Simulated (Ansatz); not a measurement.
# Frozen normal mode in HfO₂

Method: Ansatz 0.2.0, DFT r2SCAN, scalar-relativistic, plane waves, PAW. Settings: plane waves to 500 eV, k-mesh 6×6×6 (Γ-centred), Gaussian smearing 0.05 eV. Spin–orbit coupling is left out, which can shift energies with elements as heavy as these. No spin polarisation. Energies are free energies at this smearing, counted from the undisturbed cell; pressure is positive in compression.

The starting cell (relaxed at this level; this form isn't the usual structure):

```yaml
crystal:
  lattice:
    - [3.57682, 0.00000, 0.00000]
    - [0.00000, 3.57682, 0.00000]
    - [0.00000, 0.00000, 5.20267]
  atoms:
    - { symbol: Hf, position: [0.50000, 0.50000, 0.50000] }
    - { symbol: Hf, position: [0.00000, 0.00000, 0.00000] }
    - { symbol: O, position: [0.00000, 0.50000, 0.69616] }
    - { symbol: O, position: [0.50000, 0.00000, 0.80384] }
    - { symbol: O, position: [0.50000, 0.00000, 0.30384] }
    - { symbol: O, position: [0.00000, 0.50000, 0.19616] }
```

A zone-centre mode of this cell is frozen in: each atom moves by x times its row below, so x is the largest displacement.
```
atom ux uy uz
 Hf1  0.000  -0.031  0.000
 Hf2  0.000   0.031  0.000
  O3  0.000   0.038  0.000
  O4  0.000  -0.038  0.000
  O5  0.000   1.000  0.000
  O6  0.000  -1.000  0.000
```

(x (Å), ΔE (meV/cell)): (-0.1200, 394.6), (-0.0600, 98.1), (0.0000, 0.0), (0.0150, 6.1), (0.0300, 24.5), (0.0450, 55.1), (0.0750, 153.4), (0.0900, 221.2), (0.1050, 301.6)

By symmetry 0.1200 repeats -0.1200, -0.0900 repeats 0.0900, 0.0600 repeats -0.0600, -0.0300 repeats 0.0300 in energy, with the opposite slope along the path.